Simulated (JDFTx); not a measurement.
The system is Ge.

```xyz
2
Lattice="0.0000 2.8289 2.8289 2.8289 0.0000 2.8289 2.8289 2.8289 0.0000" Properties=species:S:1:pos:R:3 pbc="T T T"
Ge    4.2434    4.2434    4.2434
Ge    2.8289    2.8289    2.8289
```

```yaml
Program: JDFTx 1.7.0 (patched build)
Task: relaxation of cell and atoms
Functional: PBE
Potentials_or_basis: SG15-PBE-1.2 with smoothed tails
Cutoff: 1088 eV
Density_cutoff: 8708 eV
k_mesh: 4 × 4 × 4
Occupations: fermi-dirac, width 0.05 eV
Spin: no spin polarisation
```

At the start: pressure 4.5 GPa; volume 22.64 Å³/atom.

**Question.** Where does the relaxation end?

**Answer.** Over 6 steps the energy falls by 25.1 meV/atom and the volume is 24.45 Å³/atom (+8.0 %); space group Fd-3m (No. 227, to 0.05 Å).

The path:
```
step  energy change (eV)  largest force (eV/Å)  pressure (GPa)  volume (Å³)
   1              0.0000                0.0000            4.48        45.28
   2             -0.0241                0.0000            3.30        46.26
   3             -0.0496                0.0000           -0.44        49.31
   4             -0.0502                0.0000           -0.02        48.93
   5             -0.0502                0.0000           -0.01        48.91
   6             -0.0502                0.0000            0.00        48.90
```

Final structure:
```yaml
crystal:
  lattice:
    - [0.00000, 2.90247, 2.90247]
    - [2.90247, 0.00000, 2.90247]
    - [2.90247, 2.90247, 0.00000]
  atoms:
    - { symbol: Ge, position: [0.75000, 0.75000, 0.75000] }
    - { symbol: Ge, position: [0.50000, 0.50000, 0.50000] }
```

Caveat: the k mesh is coarse (spacing up to 0.48 Å⁻¹), so the values aren't converged; the plane waves are those of the starting cell, so after so large a change of volume the result is rough.
